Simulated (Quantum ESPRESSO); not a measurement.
Crystal: Sn.

```
Sn
1.0
     0.00000    3.23334    3.23334
     3.23334    0.00000    3.23334
     3.23334    3.23334    0.00000
Sn
2
Direct
  0.75000 0.75000 0.75000
  0.50000 0.50000 0.50000
```

This isn't the form of Sn at room conditions, which is tetragonal (white tin).

| Quantity | Value |
| --- | --- |
| Program | Quantum ESPRESSO 7.5 |
| Task | phonons |
| Functional | PBEsol |
| Potentials or basis | PseudoDojo 0.4.1 SR PBEsol standard |
| Cutoff | 980 eV |
| Density cutoff | 3918 eV |
| k mesh | 7 × 7 × 7 |
| Occupations | methfessel-paxton, width 0.272 eV |
| Spin | no spin polarisation |
| Mixing beta | 0.5 |
| Most SCF iterations | 120 |
| SCF threshold | 4e-10 Ry |

At Γ the optical frequencies are 187 187 187 cm⁻¹, at a pressure of 1.6 GPa.

How do the modes respond when the cell is scaled evenly, at fixed shape?

The highest mode has a Grüneisen parameter of 1.73 and moves by +6.6 cm⁻¹ per GPa. None of the listed modes softens on compression. The pressures give a bulk modulus of about 49 GPa.

Frequencies at 99 % and 101 % of the volume (pressures 2.2 and 1.2 GPa), ions relaxed:
| mode | 99 % (cm⁻¹) | 101 % (cm⁻¹) | Grüneisen parameter |
| --- | --- | --- | --- |
| 4 | 190.5 | 184.0 | 1.73 |
| 5 | 190.5 | 184.0 | 1.73 |
| 6 | 190.5 | 184.0 | 1.73 |

Modes are matched by their order; those that don't vary smoothly over the three volumes are left out.
